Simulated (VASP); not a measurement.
# TaN in VASP: relaxation of the atoms with PBE+D3

Aim: the relaxation of the atoms of TaN with PBE+D3.

All numbers are computed with VASP 6.6.1; they aren't measurements. Logs are shortened: lines on timing, memory, paths and dates and some standing lists are left out, and cuts for length are marked.

### 1 The cell of the first run

The cell holds a slab with vacuum, 10 atoms: a = 3.082 Å, b = 3.082 Å, c = 26.322 Å, α = 90.00°, β = 90.00°, γ = 120.00°.

### 2 Relaxation of the atoms, PBE+D3 (the (1 1 1) slab of TaN, cut from the database cell, not relaxed)

INCAR

```
SYSTEM = TaN
  PREC = Accurate
  ENCUT = 520
  EDIFF = 1E-7
  ISMEAR = 0
  SIGMA = 0.05
  LREAL = .FALSE.
  LASPH = .TRUE.
  NELM = 80
  ALGO = Normal
  ISIF = 2
  LWAVE = .FALSE.
  LCHARG = .FALSE.
  LDIPOL = .TRUE.
  IDIPOL = 3
  DIPOL = 0.5 0.5 0.500
  GGA = PE
  IVDW = 11
  IBRION = 2
  NSW = 60
  EDIFFG = -0.02
```

KPOINTS

```
Automatic mesh
0
G
  10 10 1
  0 0 0
```

POSCAR

```
TaN
1.0
    3.0815713524      0.0000000000      0.0000000000
   -1.5407856762      2.6687190748      0.0000000000
    0.0000000000      0.0000000000     26.3224161291
Ta N
5 5
Selective dynamics
Direct
    0.3333333333      0.6666666667      0.2849282514  F F F
    0.0000000000      0.0000000000      0.3805156952  F F F
    0.6666666667      0.3333333333      0.4761031390  F F F
    0.3333333333      0.6666666667      0.5716905829  T T T
    0.0000000000      0.0000000000      0.6672780267  T T T
    0.6666666667      0.3333333333      0.3327219733  F F F
    0.3333333333      0.6666666667      0.4283094171  F F F
    0.0000000000      0.0000000000      0.5238968610  T T T
    0.6666666667      0.3333333333      0.6194843048  T T T
    0.3333333333      0.6666666667      0.7150717486  T T T
```

Potentials or basis: VASP PAW PBE potentials, release 64 (Ta_pv, N).

The run is started by

```console
> cat potpaw_PBE.64/Ta_pv/POTCAR potpaw_PBE.64/N/POTCAR > POTCAR
> mpirun -np 1 vasp_std > vasp.out
```

OUTCAR:

```text
SYSTEM = TaN
   PREC = Accurate
   ENCUT = 520
   EDIFF = 1E-7
   ISMEAR = 0
   LREAL = .FALSE.
   LASPH = .TRUE.
   NELM = 80
   ISIF = 2
   GGA = PE
   IVDW = 11
   IBRION = 2
   NSW = 60
   EDIFFG = -0.02
 IVDW          = 11

 ion  position               nearest neighbor table
   1  0.333  0.667  0.285-   6 2.18   6 2.18   6 2.18   2 3.08   2 3.08   2 3.08
   2  0.000  0.000  0.381-   7 2.18   6 2.18   7 2.18   6 2.18   7 2.18   6 2.18   3 3.08   1 3.08
                             3 3.08   1 3.08   3 3.08   1 3.08
   3  0.667  0.333  0.476-   7 2.18   7 2.18   7 2.18   8 2.18   8 2.18   8 2.18   2 3.08   2 3.08
                             2 3.08   4 3.08   4 3.08   4 3.08
   4  0.333  0.667  0.572-   8 2.18   9 2.18   9 2.18   8 2.18   8 2.18   9 2.18   5 3.08   5 3.08
                             5 3.08   3 3.08   3 3.08   3 3.08
   5  0.000  0.000  0.667-  10 2.18   9 2.18  10 2.18   9 2.18  10 2.18   9 2.18   4 3.08   4 3.08
                             4 3.08
   6  0.667  0.333  0.333-   1 2.18   2 2.18   1 2.18   2 2.18   2 2.18   1 2.18
   7  0.333  0.667  0.428-   2 2.18   3 2.18   3 2.18   2 2.18   2 2.18   3 2.18
   8  0.000  0.000  0.524-   4 2.18   4 2.18   4 2.18   3 2.18   3 2.18   3 2.18
   9  0.667  0.333  0.619-   4 2.18   5 2.18   4 2.18   5 2.18   5 2.18   4 2.18
  10  0.333  0.667  0.715-   5 2.18   5 2.18   5 2.18

  LATTYP: Found a hexagonal cell.
 ALAT       =     3.0815713524
 C/A-ratio  =     8.5418811116

  Lattice vectors:

 A1 = (   3.0815713524,   0.0000000000,   0.0000000000)
 A2 = (  -1.5407856762,   2.6687190748,   0.0000000000)
 A3 = (   0.0000000000,   0.0000000000,  26.3224161291)

Analysis of symmetry for initial positions (statically):
=====================================================================
 Subroutine PRICEL returns:
 Original cell was already a primitive cell.

 Routine SETGRP: Setting up the symmetry group for a
 hexagonal supercell.

 Subroutine GETGRP returns: Found  6 space group operations
 (whereof  6 operations were pure point group operations)
 out of a pool of 24 trial point group operations.

The static configuration has the point symmetry C_3v.

Analysis of symmetry for dynamics (positions and initial velocities):
=====================================================================
 Subroutine PRICEL returns:
 Original cell was already a primitive cell.

 Routine SETGRP: Setting up the symmetry group for a
 hexagonal supercell.

 Subroutine GETGRP returns: Found  6 space group operations
 (whereof  6 operations were pure point group operations)
 out of a pool of 24 trial point group operations.

The dynamic configuration has the point symmetry C_3v.

Analysis of constrained symmetry for selective dynamics:
=====================================================================
 Subroutine PRICEL returns:
 Original cell was already a primitive cell.

 Routine SETGRP: Setting up the symmetry group for a
 hexagonal supercell.

 Subroutine GETGRP returns: Found  6 space group operations
 (whereof  6 operations were pure point group operations)
 out of a pool of 24 trial point group operations.

The constrained configuration has the point symmetry C_3v.

 Subroutine INISYM returns: Found  6 space group operations
 (whereof  6 operations are pure point group operations),
 and found     1 'primitive' translations

----------------------------------------------------------------------------------------

                                     Primitive cell

  volume of cell :     216.4716

  direct lattice vectors                    reciprocal lattice vectors
     3.081571352  0.000000000  0.000000000     0.324509766  0.187355801  0.000000000
    -1.540785676  2.668719075  0.000000000     0.000000000  0.374711602  0.000000000
     0.000000000  0.000000000 26.322416129     0.000000000  0.000000000  0.037990434

  length of vectors
     3.081571352  3.081571352 26.322416129     0.374711602  0.374711602  0.037990434

  position of ions in fractional coordinates (direct lattice)
     0.333333333  0.666666667  0.284928251
     0.000000000  0.000000000  0.380515695
     0.666666667  0.333333333  0.476103139
[... 40 lines left out ...]
     0.000000000  0.000000000  0.000000000

 Subroutine IBZKPT returns following result:
 ===========================================

 Found     14 irreducible k-points:

 Following reciprocal coordinates:
            Coordinates               Weight
  0.000000  0.000000  0.000000      1.000000
  0.100000  0.000000  0.000000      6.000000
  0.200000  0.000000  0.000000      6.000000
  0.300000 -0.000000  0.000000      6.000000
  0.400000 -0.000000  0.000000      6.000000
  0.500000 -0.000000  0.000000      3.000000
  0.100000  0.100000  0.000000      6.000000
  0.200000  0.100000  0.000000     12.000000
  0.300000  0.100000  0.000000     12.000000
  0.400000  0.100000  0.000000     12.000000
  0.200000  0.200000  0.000000      6.000000
  0.300000  0.200000  0.000000     12.000000
  0.400000  0.200000  0.000000      6.000000
  0.300000  0.300000  0.000000      6.000000
   k-points           NKPTS =     14   k-points in BZ     NKDIM =     14   number of bands    NBANDS=     48
   number of dos      NEDOS =    301   number of ions     NIONS =     10
   total plane-waves  NPLWV = 112896
   dimension x,y,z NGX =    24 NGY =   24 NGZ =  196
   dimension x,y,z NGXF=    48 NGYF=   48 NGZF=  392
   ions per type =               5   5
   NGX,Y,Z   is equivalent  to a cutoff of  12.95, 12.95, 12.38 a.u.
   NGXF,Y,Z  is equivalent  to a cutoff of  25.90, 25.90, 24.76 a.u.
 SYSTEM =  TaN
   PREC   = accura    normal or accurate (medium, high low for compatibility)
   ISTART =      0    job   : 0-new  1-cont  2-samecut
   ICHARG =      2    charge: 1-file 2-atom 10-const
   ISPIN  =      1    spin polarized calculation?
   LNONCOLLINEAR =      F non collinear calculations
   LSORBIT =      F    spin-orbit coupling
   LASPH  =      T    aspherical Exc in radial PAW
   ENCUT  =  520.0 eV  38.22 Ry    6.18 a.u.   5.73  5.73 48.94*2*pi/ulx,y,z
   NELM   =     80;   NELMIN=  2; NELMDL= -5     # of ELM steps
   EDIFF  = 0.1E-06   stopping-criterion for ELM
   LREAL  =      F    real-space projection
   EDIFFG = -.2E-01   stopping-criterion for IOM
   NSW    =     60    number of steps for IOM
   IBRION =      2    ionic relax: 0-MD 1-quasi-New 2-CG
   NFREE  =      1    steps in history (QN), initial steepest desc. (CG)
   ISIF   =      2    stress and relaxation
   ISYM   =      2    0-nonsym 1-usesym 2-fastsym
   POTIM  = 0.5000    time-step for ionic-motion
   TEBEG  =    0.0;   TEEND  =   0.0 temperature during run
   PSTRESS=    0.0 pullay stress
   NELECT =      80.0000    total number of electrons
   NUPDOWN=      -1.0000    fix difference up-down
   EMIN   =  10.00;   EMAX   =-10.00  energy-range for DOS
   EFERMI =   0.00;   METHOD = LEGACY
   ISMEAR =     0;   SIGMA  =   0.05  broadening in eV -4-tet -1-fermi 0-gaus
   EFERMI_NEDOS =   21; number of points for ismear=-14 and -15
   IALGO  =     38    algorithm
   IMIX   =      4    mixing-type and parameters
     AMIX     =   0.40;   BMIX     =  1.00
     AMIX_MAG =   1.60;   BMIX_MAG =  1.00
  volume/ion in A,a.u.               =      21.65       146.08
  Fermi-wavevector in a.u.,A,eV,Ry     =   1.174820  2.220087 18.778779  1.380201
  Thomas-Fermi vector in A             =   2.311211
   LORBIT       =      0    0 simple, 1 ext, 2 COOP (PROOUT), +10 PAW based schemes
   GGA     = PE    functional components
   LHFCALC =     F    Hartree Fock is set to
   AEXX    =    0.0000 exact exchange contribution
   IVDW    =    11    specifies the selected vdW correction
   LEPSILON=     F    determine dielectric tensor
   LRPA    =     F    only Hartree local field effects (RPA)
 conjugate gradient relaxation of ions
 non-spin polarized calculation
 Gauss-broadening in eV      SIGMA  =   0.05
  energy-cutoff  :      520.00
  volume of cell :      216.47
 maximum number of plane-waves:      5852
 NGX is ok and might be reduce to    24
   NGX = 11   NGY = 11   NGZ = 97

--------------------------------------- Ionic step        1  -------------------------------------------

 number of electron      80.0000002 magnetization

 Free energy of the ion-electron system (eV)
  ---------------------------------------------------
  ext. energy  EPLUGINS =         0.00000000
  ---------------------------------------------------
  free energy    TOTEN  =      -106.40212005 eV

  energy without entropy =     -106.39693105  energy(sigma->0) =     -106.39952555

------------------------ aborting loop because EDIFF is reached ----------------------------------------

 Edisp (eV)   -3.08204

 E8    (eV) :    -1.9467
[... 129 lines left out ...]
  FREE ENERGIE OF THE ION-ELECTRON SYSTEM (eV)
  ---------------------------------------------------
  free  energy   TOTEN  =      -110.3253309003 eV

  energy  without entropy=     -110.3180621544  energy(sigma->0) =     -110.32169653

 dipolmoment           0.000000      0.000000     -0.001656 electrons x Angstroem

[... ionic steps 4 to 15 ...]

--------------------------------------- Ionic step       16  -------------------------------------------

 number of electron      79.9999999 magnetization

------------------------ aborting loop because EDIFF is reached ----------------------------------------
[... 91 lines left out ...]
--------------------------------------- Ionic step       18  -------------------------------------------

 number of electron      79.9999999 magnetization

 dipolmoment           0.000000      0.000000      0.025823 electrons x Angstroem

 Free energy of the ion-electron system (eV)
  ---------------------------------------------------
  ext. energy  EPLUGINS =         0.00000000
  ---------------------------------------------------
  free energy    TOTEN  =      -107.35658499 eV

  energy without entropy =     -107.34884258  energy(sigma->0) =     -107.35271379

 E-fermi :   1.8635     XC(G=0):  -7.3373

 val. band max:        1.7948497168   @ k =   0.5000  -0.0000   0.0000
 cond. band min:       1.8648563842   @ k =   0.2000   0.2000   0.0000
 fundamental gap:      0.0700066674
 Fermi energy:         1.8635180745

 k-point     1 :       0.0000    0.0000    0.0000
  band No.  band energies     occupation
      1     -34.6325      2.00000
      2     -34.3968      2.00000
      3     -34.1740      2.00000
      4     -33.9962      2.00000
      5     -33.9962      2.00000
      6     -33.8986      2.00000
[... 703 lines left out ...]
     47       4.1178      0.00000
     48       4.3684      0.00000

------------------------ aborting loop because EDIFF is reached ----------------------------------------

 vacuum level on the upper side and lower side of the slab       (xc-potential included)         0.147        -0.410

 Edisp (eV)   -3.03239

 E8    (eV) :    -1.9080

  FORCE on cell =-STRESS in cart. coord.  units (eV):
  Direction    XX          YY          ZZ          XY          YZ          ZX
  --------------------------------------------------------------------------------------
  -------------------------------------------------------------------------------------
  Total       0.39680     0.39680     0.61108     0.00000     0.00000     0.00000
  in kB       2.93683     2.93683     4.52281     0.00000     0.00000     0.00000
  external pressure =        3.47 kB  Pullay stress =        0.00 kB
[... 25 lines left out ...]
  FREE ENERGIE OF THE ION-ELECTRON SYSTEM (eV)
  ---------------------------------------------------
  free  energy   TOTEN  =      -110.3889720217 eV

  energy  without entropy=     -110.3812296092  energy(sigma->0) =     -110.38510082

 reached required accuracy - stopping structural energy minimisation

 vacuum level on the upper side and lower side of the slab         7.292         6.719
```

Wall time 52 min (1 thread of Intel Xeon Platinum 8488C (Sapphire Rapids), shared host); peak memory 0.42 GiB.

Results:

```yaml
Free_energy: -110.3890 eV
Energy_gained_by_relaxing: 90.5 meV/atom
Ionic_steps: 18
Band_gap_on_the_k_mesh: none (metal or under the smearing width)
Dispersion_energy_per_atom: -0.303 eV
```

Step by step:
| step | energy change (eV) | largest force (eV/Å) | pressure (GPa) |
| --- | --- | --- | --- |
| 1 | 0.0000 | 5.5354 | -0.03 |
| 2 | -0.5632 | 3.5751 | 3.22 |
| 3 | -0.8412 | 0.8962 | 1.40 |
| 4 | -0.8412 | 0.8818 | 1.34 |
| 5 | -0.8758 | 0.4396 | 1.47 |
| 6 | -0.8842 | 0.4326 | 1.61 |
| 7 | -0.8888 | 0.4314 | 1.50 |
| 8 | -0.8894 | 0.4308 | 1.44 |
| 9 | -0.8925 | 0.4258 | 1.41 |
| 10 | -0.8936 | 0.4199 | 1.38 |
| 11 | -0.8967 | 0.4141 | 1.22 |
| 12 | -0.8997 | 0.3970 | 0.78 |
| 13 | -0.9017 | 0.3996 | 0.64 |
| 14 | -0.9043 | 0.4078 | 0.25 |
| 15 | -0.9047 | 0.4108 | 0.31 |
| 16 | -0.9048 | 0.4125 | 0.35 |
| 17 | -0.9048 | 0.4126 | 0.35 |
| 18 | -0.9048 | 0.4141 | 0.35 |

Final structure:
```
Ta N
1.0
     3.08157    0.00000    0.00000
    -1.54079    2.66872    0.00000
     0.00000    0.00000   26.32242
Ta N
5 5
Direct
  0.33333 0.66667 0.28493
  0.00000 0.00000 0.38052
  0.66667 0.33333 0.47610
  0.33333 0.66667 0.57571
  0.00000 0.00000 0.67654
  0.66667 0.33333 0.33272
  0.33333 0.66667 0.42831
  0.00000 0.00000 0.52560
  0.66667 0.33333 0.62500
  0.33333 0.66667 0.71211
```
